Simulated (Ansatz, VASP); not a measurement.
## One calculation of Si, two programs

```
CELL_PARAMETERS angstrom
0.00000 1.91188 1.91188
1.91188 0.00000 1.91188
1.91188 1.91188 0.00000
ATOMIC_POSITIONS crystal
Si 0.00000 0.00000 0.00000
```

Alike in both runs: functional LDA; k mesh 18 × 18 × 18; occupations fermi-dirac, width 0.08 eV; no spin polarisation.

Ansatz relaxed the structure, and its values are those at the end. VASP's run is a single point on that final structure, the one shown.

|  | VASP | Ansatz |
| --- | --- | --- |
| version | VASP 6.6.1 | Ansatz 0.2.0 |
| potentials or method | VASP PAW LDA potentials, release 64 (Si) | PAW with Ansatz's default frozen-core files, scalar-relativistic |
| plane-wave cutoff (eV) | 520 | 420 |
| valence electrons in the cell | 4 | 4 |

Ansatz gave:

| Property | Result |
| --- | --- |
| pressure (GPa) | 0.0 |

**Question.** Estimate VASP's values.

**Answer.** Pressure (GPa): 0.1.
